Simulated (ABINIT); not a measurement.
Band structure of NaBr (Fm-3m, 2 atoms in the cell).

```yaml
crystal:
  lattice:
    - [0.00000, 2.96450, 2.96450]
    - [2.96450, 0.00000, 2.96450]
    - [2.96450, 2.96450, 0.00000]
  atoms:
    - { symbol: Na, position: [0.00000, 0.00000, 0.00000] }
    - { symbol: Br, position: [0.50000, 0.50000, 0.50000] }
```

Level of theory: PBE, PAW (JTH v2.0 PBE PAW) (plane waves; ABINIT).

Settings: pseudos = [Na.GGA_PBE-JTH.xml, Br.GGA_PBE-JTH.xml]; ecut = 816 eV; pawecutdg = 1633 eV; pawxcdev = 0; occopt = 3; tsmear = 0.01 eV; ngkpt = 5 5 5; nshiftk = 1; shiftk = 0 0 0; potentials = JTH v2.0 PBE PAW; kptopt = 1; nstep = 50; tolvrs1 = 1e-11.

The starting cell comes from a database of computed structures (which also holds hypothetical and non-ambient phases and stackings), without a prior relaxation at this level. Its lattice was rescaled by a random factor within 2.5 % of one.

Question: Predict the gap along the standard path and the places of the band edges.

Answer: The gap along the path is 4.21 eV, direct at Γ to within 0.01 eV.

Levels in eV from the top of the valence band on the SCF mesh, bands 5 to 12:
```tsv
point	5	6	7	8	9	10	11	12
Γ	-12.85	0.00	0.00	0.00	4.21	9.92	9.92	9.92
X	-12.50	-1.85	-0.69	-0.69	6.18	7.02	10.85	13.48
W	-12.48	-1.35	-1.35	-0.86	7.60	8.88	8.88	9.87
K	-12.49	-1.58	-1.27	-0.56	6.93	8.11	9.91	11.47
L	-12.55	-2.13	-0.28	-0.28	6.20	9.56	9.56	10.10
U	-12.49	-1.58	-1.27	-0.56	6.93	8.11	9.91	11.47
```
